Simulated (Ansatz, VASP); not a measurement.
# W: VASP beside Ansatz

```
CELL_PARAMETERS angstrom
-1.57075 1.57075 1.57075
1.57075 -1.57075 1.57075
1.57075 1.57075 -1.57075
ATOMIC_POSITIONS crystal
W 0.00000 0.00000 0.00000
```

Change from the starting cell: volume scaled by 0.96.

Alike in both runs: task single point; functional PBE; k mesh 14 × 14 × 14; occupations fermi-dirac, width 0.08 eV; no spin polarisation.

```csv
,VASP,Ansatz
version,VASP 6.6.1,Ansatz 0.2.0
potentials or method,"VASP PAW PBE potentials, release 64 (W_sv), cutoff 520 eV","all-electron LAPW, scalar-relativistic"
```

Ansatz gave:

- pressure (GPa): 13.4

**Question.** Which values does VASP return?

**Answer.** Pressure (GPa): 14.1.

Ansatz ran all-electron here, so the differences hold the error of VASP's frozen core and of both bases.

Spin-orbit coupling is left out, which matters for the levels of W.
